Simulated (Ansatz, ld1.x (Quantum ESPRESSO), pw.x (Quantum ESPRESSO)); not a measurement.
**rubidium (diamond): variants of one TM potential in the solid**

| Quantity | Value |
| --- | --- |
| Element | rubidium |
| Generator | ld1.x (Quantum ESPRESSO) 7.5 |
| Type | norm-conserving Troullier–Martins (Kleinman–Bylander form) |
| Functional | PBE |
| Relativity | scalar-relativistic |
| Frozen core | [Kr] |
| Valence charge | 1 |
| Reference configuration | 5s1 5p0 |
| Partial waves | 5s (bound): rc 3.55 bohr; 5p (bound, empty): rc 4.05 bohr; 4d channel at 0.4 Ry: rc 3.55 bohr |
| Local potential | all-electron potential smoothed inside 3.05 bohr (lloc = -1) |
| Core correction | Bessel-smoothed model core, default radius (core density twice the valence density) |

Crystal test: diamond Rb in pw.x 7.5, no spin, 8³ k-points, Fermi–Dirac smearing 0.01 Ry, cutoffs set for each file from its atomic test. The reference is all-electron LAPW (Ansatz 0.2.0) with the same functional, mesh and smearing; V0 and B0 come from Birch–Murnaghan fits to the pressures at five volumes. Errors are pseudo minus all-electron; Δ is the rms difference of the E(V) curves that follow from these fits, minima aligned, over ±6 % about the mean V0. Mesh and smearing are coarse, so the numbers serve the comparison and aren't converged zero-temperature values; the lattice is a test structure that the element need not adopt.

All-electron: a0 = 10.418 Å (V0 = 141.33 Å³/atom), B0 = 0.9 GPa.

Base: This is a poor potential for the solid. Note: ghost state, extra bound levels that the all-electron valence spectrum of the same l lacks: s at -0.57 eV. A true bound ghost makes a file unfit for plane-wave use. The logarithmic derivative shows an extra or strongly shifted pseudo pole above the reference energy (s near -0.05 Ry, p near 0.45 Ry).

A dash in a converged row means that the minimum lies outside the volumes sampled.

| change | cutoffs (Ry) | pw.x | a0 (Å) | a0 error (%) | B0 error (%) | Δ (meV/atom) | mean pressure error (GPa) |
| --- | --- | --- | --- | --- | --- | --- | --- |
| base | 50/200 | converged; bound ghost | 10.342 | -0.72 | -0.4 | 0.6 | -0.02 |
| reference 4d0 5s0 5p1; wave 4d channel at 0.4 Ry: rc 3.55 bohr becomes 4d (bound): rc 3.55 bohr | 50/200 | converged; bound ghost | 10.251 | -1.60 | +5.0 | 1.4 | -0.04 |
| local potential all-electron potential smoothed inside 3.22 bohr (lloc = -1) | 50/200 | converged | 10.355 | -0.60 | -2.6 | 0.5 | -0.02 |
| core correction Bessel-smoothed model core inside 2.70 bohr | 50/200 | converged; bound ghost | 10.345 | -0.70 | +0.2 | 0.6 | -0.02 |
| local potential the d channel | 50/200 | converged; bound ghost | – | – | – | – | -0.06 |
| all radii but the core radius scaled by about 1.38 (s 4.90, p 5.60, d 4.90 bohr); local potential all-electron potential smoothed inside 4.22 bohr (lloc = -1) | 50/200 | converged | – | – | – | – | -0.13 |
